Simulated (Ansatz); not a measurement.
A run of Ansatz 0.2.0:

File input.yaml:

```yaml
crystal:
  lattice:
    - [-1.582345, 1.582345, 1.582345]
    - [1.582345, -1.582345, 1.582345]
    - [1.582345, 1.582345, -1.582345]
  atoms:
    - { symbol: W, position: [0.0, 0.0, 0.0] }
hamiltonian:
  xc: { exchange: rpw86, correlation: pbe }
  pseudopotentials: { kind: paw }
kpoints:
  mp_grid: { grid: [12, 12, 12] }
scf:
  occupations: { method: fermi_dirac, width: 0.05 }
output:
  forces: true
  stress: true
relax:
  f_tol: 0.01
  max_steps: 40
  cell: { stress_tol: 0.05 }
```

Potentials or basis: Ansatz PAW.

Launch:

```bash
$ ansatz run input.yaml --threads 2 --pin off --max-ram 5120MiB --backend cpu --events-out ev --progress --plain --runs-dir out
```

Hardware: 2 threads of Arm Neoverse V1, on a shared host.

How long does it take, and how much memory?

Wall time 2.3 s on 2 threads of Arm Neoverse V1 (shared host), peak memory 0.29 GiB. Counts: scf iterations 25, plane waves 321, k points 72, bands 11, ion steps 5.
